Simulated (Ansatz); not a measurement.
**2H-CrOS monolayer in a perpendicular field**

What dipole does a perpendicular field induce in the 2H-CrOS monolayer, and does the gap follow? A positive field points along +c.

Method: plane-wave DFT, PBE-D3(BJ), Ansatz PAW, in the first sound run; inputs show where later runs differ, in Ansatz 0.2.0.

Most raw output is cut from this account.

## 1. The starting structure

The cell holds 3 atoms: 1 S, 1 Cr and 1 O. Its edges and angles: a = 2.842 Å, b = 2.842 Å, c = 36.360 Å, α = 90.0°, β = 90.0°, γ = 120.0°. Vacuum lies along c.

## 2. Relaxation

The starting cell is a guess, so the in-plane lattice and the atoms are relaxed first, with the slab cut off from its images along the normal.

Input file input.yaml:

```yaml
crystal:
  lattice:
    - [2.841782, 0.0, 0.0]
    - [-1.420891, 2.461055404, 0.0]
    - [0.0, 0.0, 36.3599455673]
  atoms:
    - { symbol: S, position: [0.3333333333, 0.6666666667, 0.4634220359] }
    - { symbol: Cr, position: [0.0, 0.0, 0.5085729816] }
    - { symbol: O, position: [0.3333333333, 0.6666666667, 0.5365779641] }
  periodic: [true, true, false]
kpoints:
  mp_grid: { grid: [12, 12, 1] }
hamiltonian:
  xc: pbe
  dispersion: d3bj
scf:
  occupations: { method: fermi_dirac, width: 0.05 }
  convergence: { dr2_threshold: 1.0e-09 }
relax:
  f_tol: 0.004
  max_steps: 90
  cell: {}
output:
  write_potential: true
  write_density: true
  volumetric_format: npy
```

Command:

```console
> ansatz run input.yaml --threads 2 --pin off --max-ram 3072MiB --backend cpu --events-out ev --progress --plain --runs-dir out
```

Wall time 26 s (2 threads of Arm Neoverse V2, shared host); peak memory 0.51 GiB.

The steps of the relaxation:

```
step  energy less that of the first step (eV)  largest force component (eV/Å)  volume (Å³)
   1                                   0.0000                          1.5164       254.29
   2                                  -0.0587                          0.8120       251.31
   3                                  -0.0732                          0.2869       247.98
   4                                  -0.0747                          0.0043       249.01
   5                                  -0.0747                          0.0029       249.13
  6*                                  -0.0732                          0.0027       249.13
```

Relaxation steps marked * repeat the geometry before them on a plane-wave basis chosen anew for their cell, so energy and pressure can jump there.

Forces are held to the 6 operations that the run works with; a distortion that breaks them can't arise in this run.

```
cell as run  before  after  change
      a (Å)   2.842  2.813  -1.0 %
      b (Å)   2.842  2.813  -1.0 %
```

The atoms that moved most (Å, along periodic axes as changes of fractional coordinates times the final cell, across vacuum about the mean position):

```
atom     dx     dy      dz  length
 Cr2  0.000  0.000  -0.044   0.044
  S1  0.000  0.000   0.038   0.038
  O3  0.000  0.000   0.006   0.006
```

The relaxed structure:

```
S Cr O
1.0
     2.81277    0.00000    0.00000
    -1.40639    2.43593    0.00000
     0.00000    0.00000   36.35995
S Cr O
1 1 1
Direct
  0.33333 0.66667 0.46447
  0.00000 0.00000 0.50735
  0.33333 0.66667 0.53675
```

Numbers from this step:

| Item | Value |
| --- | --- |
| energy at zero smearing | -4848.6298 eV |

The lattice constant a goes from 2.842 to 2.813 Å.

## 3. Single point, field 0

A sawtooth potential applies the field, turning back in the middle of the vacuum. With the dipole correction the typed value is the field outside the slab. The induced dipole is small, so the SCF threshold is tight.

The cell differs from the one that the last finished run ended in (c 36.360 → 20.628 Å).

Input file input.yaml:

```yaml
crystal:
  lattice:
    - [2.8127745428, 0.0, 0.0]
    - [-1.4063872714, 2.4359342092, 0.0]
    - [0.0, 0.0, 20.6277875796]
  atoms:
    - { symbol: S, position: [0.3333333333, 0.6666666667, 0.4363046674] }
    - { symbol: Cr, position: [0.0, 0.0, 0.5118850613] }
    - { symbol: O, position: [0.3333333333, 0.6666666667, 0.5636953326] }
kpoints:
  mp_grid: { grid: [18, 18, 1] }
  band_path:
    path: [[0, 0, 0], [0.5, 0, 0], [0.33333333, 0.33333333, 0], [0, 0, 0]]
    npoints: 16
hamiltonian:
  xc: pbe
  dispersion: d3bj
scf:
  occupations: { method: fermi_dirac, width: 0.05 }
  convergence: { dr2_threshold: 1.0e-10 }
efield:
  axis: 3
  dipole_correction: true
  ramp_position: 0.97
  ramp_width: 0.06
  amplitude: 0
output:
  dos: { projected: true, e_range: [-6, 5] }
  bader: true
  write_potential: true
  write_density: true
  volumetric_format: npy
  elf: true
```

Elapsed: 18 s, on 2 threads; peak memory 0.46 GiB.

This step gave:

```yaml
energy_at_zero_smearing: -4848.6304 eV
dipole_along_the_normal: -0.09370 e·Å
gap_along_the_path: 0.2659 eV
smallest_direct_gap_along_the_path: 1.296 eV
step_between_the_vacuum_levels: 2.475 eV
ionisation_energy_upper_face: 7.063 eV
electron_affinity_upper_face: 6.797 eV
ionisation_energy_lower_face: 4.588 eV
gap_the_smaller_of_path_and_mesh: 0.2659 eV
```

Running mean over a fixed 2.7 Å (it still follows the layers) of the planar mean; the ramp of the sawtooth is left out. Table of electron's electrostatic potential energy less the Fermi level by z:

```
z (Å)  electron's electrostatic potential energy less the Fermi level (eV)
  3.0                                                                 4.47
  3.5                                                                 4.47
  4.0                                                                 4.47
  4.5                                                                 4.47
  5.0                                                                 4.47
  5.5                                                                 4.46
  6.0                                                                 4.43
  6.5                                                                 4.26
  7.0                                                                 3.44
  7.5                                                                0.956
  8.0                                                                -2.08
  8.5                                                                -4.49
  9.0                                                                -7.34
  9.5                                                                -10.4
 10.0                                                                -11.6
 10.5                                                                -10.8
 11.0                                                                -8.72
 11.5                                                                -5.94
 12.0                                                                -2.09
 12.5                                                                 1.58
 13.0                                                                 4.59
 13.5                                                                 6.48
 14.0                                                                 6.88
 14.5                                                                 6.93
 15.0                                                                 6.94
 15.5                                                                 6.94
 16.0                                                                 6.94
 16.5                                                                 6.94
 17.0                                                                 6.94
 17.5                                                                 6.94
```

The density of states has structure finer than the step of the table below, so its rows give means over 0.25 eV, whole bins alone (the curve runs from -6 to 2.13 eV). Peaks (eV: height): -4.430: 14.6, -2.940: 13.7, -2.800: 11.0, -2.720: 7.11, -1.230: 12.5, 0.620: 13.7, 0.840: 7.01.

Density of states against energy, zero at the Fermi level of the run, which the smearing sets inside the gap; means over each step:

```
energy (eV)  density of states (states/eV a cell)
      -5.75                                  1.51
      -5.50                                  1.90
      -5.25                                  2.53
      -5.00                                  3.53
      -4.75                                  1.46
      -4.50                                  5.12
      -4.25                                  3.71
      -4.00                                 0.952
      -3.75                                 0.872
      -3.50                                  1.73
      -3.25                                 0.632
      -3.00                                  3.42
      -2.75                                  4.14
      -2.50                                  1.85
      -2.25                                  2.28
      -2.00                                 0.706
      -1.75                                     0
      -1.50                                     0
      -1.25                                  5.09
      -1.00                                  1.34
      -0.75                                 0.571
      -0.50                                 0.475
      -0.25                                 0.461
       0.00                                0.0123
       0.25                                 0.927
       0.50                                  3.13
       0.75                                  4.86
       1.00                                  3.24
       1.25                                  2.35
       1.50                                  2.75
       1.75                                  3.82
       2.00                                  1.95
```

Projected DOS per atom over height of the atomic layer and energy from the Fermi level. Layers: S Cr O from below.

Ten even steps from '0' (0.00 states/eV) to '9' (3.14 states/eV), each cell a mean:
```
141
062
141
280
180
010
000
000
041
051
000
120
220
634
100
111
101
149
112
324
112
112
```
Columns: height of the atomic layer (Å) from 9 to 11.6 (not evenly spaced); rows upwards: energy from the Fermi level (eV) from -5.96 to 2.14.

Electronic bands along the path, in eV, zero at the Fermi level of the run, which the smearing sets inside the gap:

```
  point  band 10  band 11  band 12  band 13  band 14  band 15  band 16  band 17
      Γ    -3.65    -1.90    -1.90    -0.12     1.44     1.44     2.62     2.62
halfway    -4.22    -2.95    -2.31    -1.03     0.77     1.19     1.68     2.49
      M    -4.49    -2.96    -2.09    -1.21     0.63     0.67     2.18     2.69
halfway    -4.38    -3.78    -2.83    -1.09     0.36     1.12     1.95     2.36
      K    -4.84    -4.25    -2.84    -1.15     0.15     1.41     1.69     2.58
halfway    -4.09    -3.15    -2.68    -1.08     0.62     1.04     1.55     2.43
      Γ    -3.65    -1.90    -1.90    -0.12     1.44     1.44     2.62     2.62
```

Valence density in the ca plane at fractional y = 0.667, with atoms of S and O within 0.2 Å of it. It is the smooth field of the valence electrons, not physical close to the nuclei.

Ten steps, logarithmic in the rise over the least value, from '0' (0.0 e/Å³) to '9' (6.3 e/Å³), each cell a mean:
```
00000000000000000123344455432100000000000000
00000000000000000123333455432100000000000000
00000000000000000234554444444210000000000000
00000000000000001356665444677520000000000000
00000000000000001356456435899731000000000000
00000000000000001456456435899731000000000000
00000000000000001356665434787520000000000000
00000000000000001235554444454310000000000000
```
Columns run along c (16.0 Å, from fractional 0.09 to 0.86 of the cell), rows up along a (2.8 Å). Atoms in or near the plane, at fractional coordinates: S at (0.44, 0.33), O at (0.56, 0.33).

Electrostatic potential energy in the ca plane at fractional y = 0.667, with atoms of S and O within 0.2 Å of it. With pseudopotentials it is smooth inside the atoms' cores, unlike the true potential.

Ten even steps from '0' (-38 eV) to '9' (5 eV), each cell a mean:
```
99999999999999999988887634689999999999999999
99999999999999999988887534689999999999999999
99999999999999999986567766788999999999999999
99999999999999999861015777524899999999999999
99999999999999999840102787100599999999999999
99999999999999999830102787100599999999999999
99999999999999999861004777413899999999999999
99999999999999999986457766778999999999999999
```
Columns run along c (16.0 Å, from fractional 0.09 to 0.86 of the cell; values clipped at the 3rd and 97th percentile), rows up along a (2.8 Å). Atoms in or near the plane, at fractional coordinates: S at (0.44, 0.33), O at (0.56, 0.33).

ELF in the ca plane at fractional y = 0.667, with atoms of S and O within 0.2 Å of it. It is the smooth field of the valence electrons, not physical close to the nuclei.

Ten even steps from '0' (0.00) to '9' (0.94), each cell a mean:
```
00000000000000000123442121111000000000000000
00000000000000000112332122111000000000000000
00000000000000013577775211355420000000000000
00000000000000147898677413788862000000000000
00000000000000268997137515757974100000000000
00000000000000368996137515757974100000000000
00000000000000147998678413788863100000000000
00000000000000013678886211366531000000000000
```
Columns run along c (16.0 Å, from fractional 0.09 to 0.86 of the cell), rows up along a (2.8 Å). Atoms in or near the plane, at fractional coordinates: S at (0.44, 0.33), O at (0.56, 0.33).

The gap is 0.27 eV, with the valence edge 7.06 eV and the conduction edge 6.80 eV under the upper vacuum level.

## 4. Single point, field 0.1 V/Å

Edit input.yaml of step 3 so:

```diff
@@ -25,6 +25,4 @@
   ramp_width: 0.06
-  amplitude: 0
+  amplitude: 0.1
 output:
-  dos: { projected: true, e_range: [-6, 5] }
-  bader: true
   write_potential: true
@@ -32,2 +30 @@
   volumetric_format: npy
-  elf: true
```

Elapsed: 10 s, on 2 threads; peak memory 0.42 GiB.

The dipole is -0.0776 e·Å, 0.0161 e·Å from its value without field, and the gap 0.259 eV.

## 5. Single point, field -0.1 V/Å

Edit input.yaml of step 4 so:

```diff
@@ -25,3 +25,3 @@
   ramp_width: 0.06
-  amplitude: 0.1
+  amplitude: -0.1
 output:
```

Wall time 10 s (2 threads); peak memory 0.42 GiB; 20 s of CPU time.

The dipole is -0.110 e·Å, -0.0160 e·Å from its value without field, and the gap 0.273 eV.

## 6. Single point, field 0.5 V/Å

Edit input.yaml of step 5 so:

```diff
@@ -25,3 +25,3 @@
   ramp_width: 0.06
-  amplitude: -0.1
+  amplitude: 0.5
 output:
```

Run time: 10 s. Hardware: 2 threads; peak memory 0.42 GiB.

The dipole is -0.0132 e·Å, 0.0805 e·Å from its value without field, and the gap 0.230 eV.

## 7. Atoms held, field -0.3 V/Å

Edit input.yaml of step 6 so:

```diff
@@ -25,4 +25,6 @@
   ramp_width: 0.06
-  amplitude: 0.5
+  amplitude: -0.3
 output:
+  dos: { projected: true, e_range: [-6, 5] }
+  bader: true
   write_potential: true
@@ -30 +32,2 @@
   volumetric_format: npy
+  elf: true
```

The job ended after 19 s (2 threads; peak memory 0.43 GiB; 38 s of CPU time).

The dipole is -0.142 e·Å, -0.0481 e·Å from its value without field, and the gap 0.288 eV.

## 8. Response, atoms held

This step: plane-wave DFT, PBE-D3(BJ), Ansatz PAW; response to a field along the normal, atoms held (Ansatz 0.2.0).

The dipoles give the slope, and the difference of two potentials shows where the field is screened.

Numbers from this step:

- equivalent conductor thickness p/(ε₀AE): 4.237 Å
- distance between the outer atoms: 2.628 Å

The dipole of the cell by applied field:

```
applied field (V/Å)  dipole of the cell (e·Å)
             -0.300                    -0.142
             -0.100                    -0.110
              0.000                   -0.0937
              0.100                   -0.0776
              0.500                   -0.0132
```

Local field over the applied field, running mean. From the potentials at -0.1 and 0.1 V/Å; running mean over 2.5 Å. The local field over applied field by z:

z (Å), local field over applied field and a bar:
```
     4.01      1.000 ##############################
     4.30      0.999 ##############################
     4.73      0.998 ##############################
     5.01      0.997 ##############################
     5.44      0.991 ##############################
     5.73      0.983 #############################
     6.02      0.968 #############################
     6.45      0.924 ############################
     6.73      0.873 ##########################
     7.02      0.800 ########################
     7.45      0.662 ###################
     7.74      0.563 ################
     8.17      0.406 ###########
     8.45      0.302 ########
     8.74      0.212 #####
     9.17      0.116 ##
     9.45      0.077 #
     9.74      0.054 
    10.17      0.046 
    10.46      0.061 
    10.89      0.119 ##
    11.17      0.183 ####
    11.46      0.260 #######
    11.89      0.398 ###########
    12.18      0.502 ##############
    12.46      0.607 ##################
    12.89      0.751 ######################
    13.18      0.834 #########################
    13.61      0.927 ############################
    13.90      0.961 #############################
    14.18      0.980 #############################
    14.61      0.993 ##############################
    14.90      0.997 ##############################
    15.18      0.998 ##############################
    15.61      0.999 ##############################
    15.90      1.000 ##############################
    16.33      1.000 ##############################
    16.62      1.000 ##############################
```

The induced electron density oscillates, so the rows of the table below give means over windows of 0.5 Å about each position, cut where the curve ends. Its maxima inside the range that stand out by 2 % of the span (Å: e/Å³ per V/Å): 8.02: 0.00376, 9.17: 0.00140, 10.60: 8.4e-4, 11.75: -0.00164. Its minima: 8.74: 8.0e-4, 9.88: -0.00119, 11.46: -0.00209, 12.18: -0.00396.

Electrons, planar mean, per unit field. The induced electron density by z; means over each step:

```
z (Å)  induced electron density (e/Å³ per V/Å)
  4.5                                   4.1e-6
  5.0                                   1.4e-5
  5.5                                   4.7e-5
  6.0                                   1.5e-4
  6.5                                   4.3e-4
  7.0                                  0.00116
  7.5                                  0.00256
  8.0                                  0.00355
  8.5                                  0.00181
  9.0                                  0.00112
  9.5                                   2.8e-4
 10.0                                  -9.4e-4
 10.5                                   4.6e-4
 11.0                                  -6.0e-4
 11.5                                 -0.00181
 12.0                                 -0.00306
 12.5                                 -0.00319
 13.0                                 -0.00135
 13.5                                  -4.4e-4
 14.0                                  -1.3e-4
 14.5                                  -3.6e-5
 15.0                                  -9.6e-6
 15.5                                  -2.6e-6
 16.0                                  -7.0e-7
 16.5                                  -2.2e-7
```

The smaller of the gaps on the path and on the k-mesh, counted as 0 under 0.03 eV. Gap against applied field:

```
applied field (V/Å)  gap (eV)
             -0.300     0.288
             -0.100     0.273
              0.000     0.266
              0.100     0.259
              0.500     0.230
```

By hand: between -0.1 and 0.1 V/Å the dipole changes by 0.03209 e·Å, a slope of 0.1605 e·Å²/V. A perfect conductor of thickness t has p = ε₀AEt, so t = 180.95 × 0.1605 / 6.852 = 4.24 Å (e/ε₀ = 180.95 V·Å, A in Å²).

The induced dipole is that of a conductor 4.24 Å thick.

## 9. Same geometry, cutoff 420 eV, functional LDA

This step: plane-wave DFT, LDA, Ansatz PAW (Ansatz 0.2.0).

The geometry is kept and the functional is LDA; other changes against the main runs: SCF threshold 1.0e-10 → 1.0e-09 eV, k-mesh 18×18×1 → 12×12×1 and no dispersion term, which doesn't act on the electrons.

Input file input.yaml:

```yaml
crystal:
  lattice:
    - [2.8127745428, 0.0, 0.0]
    - [-1.4063872714, 2.4359342092, 0.0]
    - [0.0, 0.0, 20.6277875796]
  atoms:
    - { symbol: S, position: [0.3333333333, 0.6666666667, 0.4363046674] }
    - { symbol: Cr, position: [0.0, 0.0, 0.5118850613] }
    - { symbol: O, position: [0.3333333333, 0.6666666667, 0.5636953326] }
kpoints:
  mp_grid: { grid: [12, 12, 1] }
hamiltonian:
  xc: lda
scf:
  occupations: { method: fermi_dirac, width: 0.05 }
  convergence: { dr2_threshold: 1.0e-09 }
efield:
  axis: 3
  dipole_correction: true
  ramp_position: 0.97
  ramp_width: 0.06
  amplitude: 0.1
output:
  write_potential: true
  write_density: true
  volumetric_format: npy
```

It took 4.5 s on 2 threads; peak memory 0.37 GiB.

This step gave:

```yaml
energy_at_zero_smearing: -4748.7891 eV
dipole_along_the_normal: -0.08149 e·Å
```

The dipole is -0.0815 e·Å.

(Part 1 of 2 ends here.)

[Logs are printed without paths, hosts, clocks, repeated set-up lines and the standing remarks that a program may print on its own settings, such as how far it seeks lower states.]

[Hosts, paths, dates, database ids (printed as entryN), source tags and the programs' standing remarks are cut or masked in the printed files.]

[Maps of the electrostatic potential energy from Ansatz leave out the sawtooth potential of an applied field or a dipole correction, so their vacuum need not be flat; planar profiles and work functions include it.]

[The density of states shown here was stored with 400 of the rows of the run's finer table, so its peaks can read low, often by over a quarter, or be missed, and its means over a window can be off by a tenth or more.]
